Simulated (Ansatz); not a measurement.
N: ideal shear of a crystal plane

Theory: Ansatz, DFT PBE+D3(BJ), scalar-relativistic, plane waves, PAW. Settings: plane waves to 420 eV, k-mesh 7×7×2 (Γ-centred), Gaussian smearing 0.05 eV. No spin polarisation. Energies are free energies at this smearing, counted from the undisturbed cell; pressure is positive in compression.

Reference structure (relaxed at this level; it needn't be the usual structure):

```xyz
8
Lattice="-3.8166 0.0000 0.0000 -1.9083 -3.3052 0.0000 0.0000 0.0000 14.8290" Properties=species:S:1:pos:R:3 pbc="T T T"
N    -1.9083   -1.1017   13.5265
N    -1.9083   -1.1017    6.1120
N    -1.9083   -1.1017   12.4243
N    -1.9083   -1.1017    5.0098
N    -3.8166   -2.2035    2.4047
N    -3.8166   -2.2035    9.8192
N    -3.8166   -2.2035    1.3026
N    -3.8166   -2.2035    8.7171
```

The cut lies on the cell's a–b face, a (0 0 1) plane (indices in the standard cell, whose axes needn't be the Cartesian ones shown) of area 12.61 Å², between layers 2.61 Å apart. Vector c is tilted by f times 1·a + 0·b (length 3.817 Å) with the atoms' Cartesian places fixed: one unrelaxed fault a cell. The traction is dγ/du, the slope of γ against the slip u in Å. Some rows repeat others by symmetry and weren't run.

```csv
f,γ (mJ/m²),traction (GPa)
0.0000,0,0.0
0.1000,6,0.3
0.2000,25,0.6
0.3000,53,0.8
0.4000,80,0.6
0.5000,91,0.0
0.6000,80,-0.6
0.7000,53,-0.8
0.8000,25,-0.6
0.9000,6,-0.3
```

Read off the first barrier and the stress needed to climb it, and compare with Frenkel's sinusoid.

The first sampled maximum lies at f = 0.500, a slip of 1.91 Å, with γ ≈ 91 mJ/m², which stands in for the unstable fault energy γ_us, and the steepest sampled slope before it is 0.8 GPa. A sinusoid γ = γ_us sin²(πu/λ) with its maximum there has λ = 3.82 Å and a largest slope πγ_us/λ = 0.7 GPa (1 mJ/m² per Å = 0.01 GPa). The stand-in is too high: the stress and forces give a traction of 1.9 GPa across the line at this point, so it is no saddle, and slip that bends off the line crosses lower.

Is there a metastable fault on this line?

Apart from points where γ returns to about zero, no local minimum shows among the samples, so at this sampling the line offers no fault for a dislocation to split on; a fault can still lie off the line.

The cut is rigid; relaxing the faces lowers these energies and usually the stresses.

Cost: 6 runs of about 1.4 core-minutes in all, on Arm Neoverse V1 (shared hosts).